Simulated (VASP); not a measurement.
# BN (R3m) in VASP: notebook

One crystal, BN, is run at these levels: revPBE+D4, PBE, HSEsol; tasks: relaxation of cell and atoms, single point.

All numbers are computed with VASP 6.6.1; they aren't measurements. Logs are shortened: lines on timing, memory, paths and dates and some standing lists are left out, and cuts for length are marked.

## 1. The structure

It takes space group R3m (No. 160, trigonal). Conventional cell: a = 2.502 Å, b = 2.502 Å, c = 10.119 Å, α = 90.00°, β = 90.00°, γ = 120.00°. N (site symmetry 3m) is surrounded by 3 B at 1.44 Å. B (site symmetry 3m) has 3 N at 1.44 Å as nearest neighbours.

The cell is a database's computed one.

## 2. Relaxation of cell and atoms, revPBE+D4

Input file INCAR:

```
SYSTEM = BN
PREC     = Accurate       ! precision mode
ENCUT    = 600            ! plane-wave cutoff, eV
EDIFF    = 1E-6           ! SCF threshold, eV
ISMEAR   = -1             ! smearing method
SIGMA    = 0.05           ! smearing width, eV
LREAL    = .False.        ! projectors in reciprocal space
LASPH    = .True.         ! aspherical terms in the spheres
NELM     = 100            ! most SCF steps
ALGO     = Normal         ! electronic algorithm
ISIF     = 3              ! what is computed and relaxed
LWAVE    = .False.        ! write WAVECAR
LCHARG   = .False.        ! write CHGCAR
GGA      = RE             ! functional
IVDW     = 13             ! dispersion correction
IBRION   = 2              ! ionic algorithm
NSW      = 40             ! ionic steps
EDIFFG   = -0.02          ! ionic threshold
```

Input file KPOINTS:

```
Automatic mesh
0
Gamma
  12 12 12
  0 0 0
```

Input file POSCAR:

```
BN
1.0
    1.2511217832      0.7223354983      3.3729344033
   -1.2511217832      0.7223354983      3.3729344033
    0.0000000000     -1.4446709966      3.3729344033
N B
1 1
Direct
    0.6672382000      0.6672382000      0.6672382000
    0.0003288000      0.0003288000      0.0003288000
```

Potentials or basis: VASP PAW PBE potentials, release 64 (N, B).

Launch:

```sh
cat potpaw_PBE.64/N/POTCAR potpaw_PBE.64/B/POTCAR > POTCAR
mpirun -np 1 vasp_std > vasp.out
```

OUTCAR:

```text
SYSTEM = BN
   PREC = Accurate
   ENCUT = 600
   EDIFF = 1E-6
   ISMEAR = -1
   LREAL = .False.
   LASPH = .True.
   NELM = 100
   ISIF = 3
   GGA = RE
   IVDW = 13
   IBRION = 2
   NSW = 40
   EDIFFG = -0.02

 ion  position               nearest neighbor table
   1  0.667  0.667  0.667-   2 1.44   2 1.44   2 1.44
   2  0.000  0.000  0.000-   1 1.44   1 1.44   1 1.44

  LATTYP: Found a trigonal (rhomboedric) cell.
 ALAT       =     3.6692997666
 COS(alpha) =     0.7674786797

  Lattice vectors:

 A1 = (   1.2511217832,   0.7223354983,   3.3729344033)
 A2 = (  -1.2511217832,   0.7223354983,   3.3729344033)
 A3 = (   0.0000000000,  -1.4446709966,   3.3729344033)

Analysis of symmetry for initial positions (statically):
=====================================================================
 Subroutine PRICEL returns:
 Original cell was already a primitive cell.

 Routine SETGRP: Setting up the symmetry group for a
 trigonal (rhombohedral) supercell.

 Subroutine GETGRP returns: Found  6 space group operations
 (whereof  6 operations were pure point group operations)
 out of a pool of 12 trial point group operations.

The static configuration has the point symmetry C_3v.

Analysis of symmetry for dynamics (positions and initial velocities):
=====================================================================
 Subroutine PRICEL returns:
 Original cell was already a primitive cell.

 Routine SETGRP: Setting up the symmetry group for a
 trigonal (rhombohedral) supercell.

 Subroutine GETGRP returns: Found  6 space group operations
 (whereof  6 operations were pure point group operations)
 out of a pool of 12 trial point group operations.

The dynamic configuration has the point symmetry C_3v.

 Subroutine INISYM returns: Found  6 space group operations
 (whereof  6 operations are pure point group operations),
 and found     1 'primitive' translations

----------------------------------------------------------------------------------------

                                     Primitive cell

  volume of cell :      18.2893

  direct lattice vectors                    reciprocal lattice vectors
     1.251121783  0.722335498  3.372934403     0.399641351  0.230733042  0.098825916
    -1.251121783  0.722335498  3.372934403    -0.399641351  0.230733042  0.098825916
     0.000000000 -1.444670997  3.372934403     0.000000000 -0.461466083  0.098825916

  length of vectors
     3.669299767  3.669299767  3.669299767     0.471929558  0.471929558  0.471929558

  position of ions in fractional coordinates (direct lattice)
     0.667238200  0.667238200  0.667238200
     0.000328800  0.000328800  0.000328800

  ion indices of the primitive-cell ions
   primitive index   ion index
                 1           1
                 2           2

----------------------------------------------------------------------------------------

 KPOINTS: Automatic mesh

Automatic generation of k-mesh.
 Grid dimensions read from file:
 generate k-points for:   12   12   12

 Generating k-lattice:

  Cartesian coordinates                     Fractional coordinates (reciprocal lattice)
     0.033303446  0.019227753  0.008235493     0.083333333  0.000000000  0.000000000
    -0.033303446  0.019227753  0.008235493     0.000000000  0.083333333  0.000000000
     0.000000000 -0.038455507  0.008235493     0.000000000  0.000000000  0.083333333

  Length of vectors
     0.039327463  0.039327463  0.039327463

  Shift w.r.t. Gamma in fractional coordinates (k-lattice)
     0.000000000  0.000000000  0.000000000

 Subroutine IBZKPT returns following result:
 ===========================================

 Found    189 irreducible k-points:

 Following reciprocal coordinates:
            Coordinates               Weight
  0.000000  0.000000  0.000000      1.000000
  0.083333 -0.000000 -0.000000      6.000000
  0.166667 -0.000000  0.000000      6.000000
  0.250000 -0.000000 -0.000000      6.000000
  0.333333 -0.000000  0.000000      6.000000
  0.416667 -0.000000 -0.000000      6.000000
[... 16 lines left out ...]
  0.500000  0.166667 -0.000000     12.000000
 -0.416667  0.166667  0.000000     12.000000
 [... further k-points ...]
   k-points           NKPTS =    189   k-points in BZ     NKDIM =    189   number of bands    NBANDS=      8
   number of dos      NEDOS =    301   number of ions     NIONS =      2
   total plane-waves  NPLWV =  27000
   dimension x,y,z NGX =    30 NGY =   30 NGZ =   30
   dimension x,y,z NGXF=    60 NGYF=   60 NGZF=   60
   ions per type =               1   1
   NGX,Y,Z   is equivalent  to a cutoff of  13.59, 13.59, 13.59 a.u.
   NGXF,Y,Z  is equivalent  to a cutoff of  27.18, 27.18, 27.18 a.u.
 SYSTEM =  BN
   PREC   = accura    normal or accurate (medium, high low for compatibility)
   ISTART =      0    job   : 0-new  1-cont  2-samecut
   ICHARG =      2    charge: 1-file 2-atom 10-const
   ISPIN  =      1    spin polarized calculation?
   LNONCOLLINEAR =      F non collinear calculations
   LSORBIT =      F    spin-orbit coupling
   LASPH  =      T    aspherical Exc in radial PAW
   ENCUT  =  600.0 eV  44.10 Ry    6.64 a.u.   7.33  7.33  7.33*2*pi/ulx,y,z
   NELM   =    100;   NELMIN=  2; NELMDL= -5     # of ELM steps
   EDIFF  = 0.1E-05   stopping-criterion for ELM
   LREAL  =      F    real-space projection
   EDIFFG = -.2E-01   stopping-criterion for IOM
   NSW    =     40    number of steps for IOM
   IBRION =      2    ionic relax: 0-MD 1-quasi-New 2-CG
   NFREE  =      1    steps in history (QN), initial steepest desc. (CG)
   ISIF   =      3    stress and relaxation
   ISYM   =      2    0-nonsym 1-usesym 2-fastsym
   POTIM  = 0.5000    time-step for ionic-motion
   TEBEG  =    0.0;   TEEND  =   0.0 temperature during run
   PSTRESS=    0.0 pullay stress
   NELECT =       8.0000    total number of electrons
   NUPDOWN=      -1.0000    fix difference up-down
   EMIN   =  10.00;   EMAX   =-10.00  energy-range for DOS
   EFERMI =   0.00;   METHOD = LEGACY
   ISMEAR =    -1;   SIGMA  =   0.05  broadening in eV -4-tet -1-fermi 0-gaus
   EFERMI_NEDOS =   21; number of points for ismear=-14 and -15
   IALGO  =     38    algorithm
   IMIX   =      4    mixing-type and parameters
     AMIX     =   0.40;   BMIX     =  1.00
     AMIX_MAG =   1.60;   BMIX_MAG =  1.00
  volume/ion in A,a.u.               =       9.14        61.71
  Fermi-wavevector in a.u.,A,eV,Ry     =   1.242717  2.348395 21.012099  1.544346
  Thomas-Fermi vector in A             =   2.377059
   LORBIT       =      0    0 simple, 1 ext, 2 COOP (PROOUT), +10 PAW based schemes
   GGA     = RE    functional components
   LHFCALC =     F    Hartree Fock is set to
   AEXX    =    0.0000 exact exchange contribution
   IVDW    =    13    specifies the selected vdW correction
   LEPSILON=     F    determine dielectric tensor
   LRPA    =     F    only Hartree local field effects (RPA)
 conjugate gradient relaxation of ions
 non-spin polarized calculation
  energy-cutoff  :      600.00
  volume of cell :       18.29
 maximum number of plane-waves:       624
 NGX is ok and might be reduce to    30
   NGX = 15   NGY = 15   NGZ = 15

--------------------------------------- Ionic step        1  -------------------------------------------

 number of electron       8.0000000 magnetization

 Free energy of the ion-electron system (eV)
  ---------------------------------------------------
  ext. energy  EPLUGINS =         0.00000000
  ---------------------------------------------------
  free energy    TOTEN  =       -16.97194413 eV

  energy without entropy =      -16.97194413  energy(sigma->0) =      -16.97194413

------------------------ aborting loop because EDIFF is reached ----------------------------------------

  DFT-D4 for vdW energy calculation

  Edisp (eV):   -0.68831
[... 105 lines left out ...]
  FREE ENERGIE OF THE ION-ELECTRON SYSTEM (eV)
  ---------------------------------------------------
  free  energy   TOTEN  =       -17.6625044955 eV

  energy  without entropy=      -17.6625044954  energy(sigma->0) =      -17.66250450

 E-fermi :   3.3493     XC(G=0):  -9.8928

 val. band max:        2.3130979199   @ k =  -0.3333   0.3333   0.0000
 cond. band min:       6.6202756404   @ k =   0.5000   0.5000  -0.0000
 fundamental gap:      4.3071777205
 Fermi energy:         3.3492612041

 k-point     1 :       0.0000    0.0000    0.0000
  band No.  band energies     occupation
      1     -15.4558      2.00000
      2      -1.6934      2.00000
      3       1.0363      2.00000
      4       1.0363      2.00000
      5       7.7838      0.00000
      6      13.9371      0.00000
      7      13.9371      0.00000
      8      15.4281      0.00000
[... 243 lines left out ...]
 k-point    24 :      -0.4167    0.1667    0.0000
  band No.  band energies     occupation
      1     -12.0440      2.00000
      2      -6.2402      2.00000
      3      -3.0620      2.00000
      4       2.0252      2.00000
      5       7.5385      0.00000
      6      13.8420      0.00000
      7      16.0401      0.00000
      8      16.8975      0.00000

 [... further k-points ...]

[... ionic steps 4 to 9 ...]

--------------------------------------- Ionic step       10  -------------------------------------------

 number of electron       8.0000000 magnetization

------------------------ aborting loop because EDIFF is reached ----------------------------------------
[... 75 lines left out ...]
--------------------------------------- Ionic step       12  -------------------------------------------

 number of electron       8.0000000 magnetization

 Free energy of the ion-electron system (eV)
  ---------------------------------------------------
  ext. energy  EPLUGINS =         0.00000000
  ---------------------------------------------------
  free energy    TOTEN  =       -16.90357930 eV

  energy without entropy =      -16.90357930  energy(sigma->0) =      -16.90357930

 E-fermi :   4.2523     XC(G=0): -10.5504

 val. band max:        3.1961086166   @ k =  -0.3333   0.2500  -0.0000
 cond. band min:       7.2201042883   @ k =   0.5000   0.5000  -0.0000
 fundamental gap:      4.0239956717
 Fermi energy:         4.2523146354

 k-point     1 :       0.0000    0.0000    0.0000
  band No.  band energies     occupation
      1     -14.8358      2.00000
      2      -0.2982      2.00000
      3       1.8620      2.00000
      4       1.8620      2.00000
      5       9.2019      0.00000
      6      14.8193      0.00000
      7      14.8193      0.00000
      8      16.4057      0.00000
[... 243 lines left out ...]
 k-point    24 :      -0.4167    0.1667    0.0000
  band No.  band energies     occupation
      1     -11.2955      2.00000
      2      -5.5307      2.00000
      3      -2.2316      2.00000
      4       2.9347      2.00000
      5       8.4632      0.00000
      6      14.8236      0.00000
      7      17.1922      0.00000
      8      18.1505      0.00000

 [... further k-points ...]

------------------------ aborting loop because EDIFF is reached ----------------------------------------

  DFT-D4 for vdW energy calculation

  Edisp (eV):   -0.78267
[... 25 lines left out ...]
  FREE ENERGIE OF THE ION-ELECTRON SYSTEM (eV)
  ---------------------------------------------------
  free  energy   TOTEN  =       -17.6862539196 eV

  energy  without entropy=      -17.6862539196  energy(sigma->0) =      -17.68625392

 reached required accuracy - stopping structural energy minimisation
```

It took 7.6 min on 1 thread of AMD EPYC 7R43 (Zen 3), shared host; peak memory 0.15 GiB.

Results:

```yaml
Free_energy: -17.6863 eV
Relaxed_volume: 8.23 Å³/atom
Relaxed_cell: a = 3.353 Å, b = 3.353 Å, c = 3.353 Å, α = 43.91°, β = 43.91°, γ = 43.91°
Space_group_after_relaxing_to_0.05_Å: R3m (No. 160)
Energy_gained_by_relaxing: 13.0 meV/atom
Ionic_steps: 12
Pressure_after_relaxing: 0.0 GPa
Band_gap_on_the_k_mesh: 4.02 eV, indirect (least direct gap 4.79 eV)
Dispersion_energy_per_atom: -0.391 eV
```

Step by step:
```
step  energy change (eV)  largest force (eV/Å)  pressure (GPa)  volume (Å³)
   1              0.0000                0.0045            0.81        18.29
   2             -0.0008                0.0054           -4.61        18.41
   3             -0.0022                0.0009           -2.21        18.36
   4             -0.0067                0.0079           -2.15        18.12
   5             -0.0184                0.0332           -1.83        17.40
   6             -0.0223                0.1189           -0.19        15.98
   7             -0.0253                0.0705           -1.17        16.65
   8             -0.0255                0.0788           -1.02        16.52
   9             -0.0199                0.1103            5.42        16.23
  10             -0.0259                0.0404            0.23        16.46
  11             -0.0258                0.0607           -0.45        16.48
  12             -0.0260                0.0001           -0.03        16.46
```

Final structure:
```yaml
crystal:
  lattice:
    - [1.25363, 0.72379, 3.02427]
    - [-1.25363, 0.72379, 3.02427]
    - [0.00000, -1.44757, 3.02427]
  atoms:
    - { symbol: N, position: [0.66754, 0.66754, 0.66754] }
    - { symbol: B, position: [0.00003, 0.00003, 0.00003] }
```

Caveat: the PAW data sets were made with another functional, which shifts forces and pressure a little. A hybrid or GW would open this gap; revPBE tends to underestimate it.

## 3. Single point, PBE

Input file INCAR:

```
SYSTEM = BN
PREC = Accurate
ENCUT = 520
EDIFF = 1E-6
ISMEAR = 0
SIGMA = 0.025
LREAL = .False.
LASPH = .True.
NELM = 60
ALGO = Fast
ISIF = 2
LWAVE = .False.
LCHARG = .False.
GGA = PE
NBANDS = 11
```

Input file KPOINTS:

```
regular mesh
0
Gamma
  12 12 12
  0 0 0
```

POSCAR is that of step 2.

Potentials or basis: VASP PAW PBE potentials, release 64 (N, B).

Launch:

```sh
cat potpaw_PBE.64/N/POTCAR potpaw_PBE.64/B/POTCAR > POTCAR
mpirun -np 1 vasp_std > vasp.out
```

Wall time 63 s (1 thread of Intel Xeon Platinum 8375C at 2.90GHz (Ice Lake), shared host); peak memory 0.17 GiB.

The run converged. Its results:

- Free energy: -17.5810 eV
- Pressure: 3.6 GPa
- Band gap on the k mesh: 4.28 eV, indirect (least direct gap 4.70 eV)

Forces in eV/Å, atoms in the order of the input:
```
N    0.000  0.000 -0.003
B    0.000  0.000  0.003
```

Stress tensor (GPa, compression positive):
```
4.33 0.00 0.00
0.00 4.33 0.00
0.00 0.00 2.23
```

Levels at points of the mesh, in eV from the valence-band top:
```tsv
k point	band 1	band 2	band 3	band 4	band 5	band 6	band 7	band 8
(0.00, 0.00, 0.00)	-17.78	-4.18	-1.29	-1.29	5.17	11.68	11.68	13.14
(0.50, 0.00, 0.00)	-14.59	-8.93	-4.07	-0.60	5.29	9.92	13.09	15.02
(0.50, 0.50, 0.00)	-14.52	-8.80	-4.13	-1.17	4.28	9.91	14.26	17.56
(0.50, 0.50, 0.50)	-17.52	-6.13	-1.30	-1.30	10.11	11.61	11.61	12.24
```

A k mesh can miss the band edges. A hybrid or GW would open this gap; PBE tends to underestimate it.

[end of part 1 of 2]
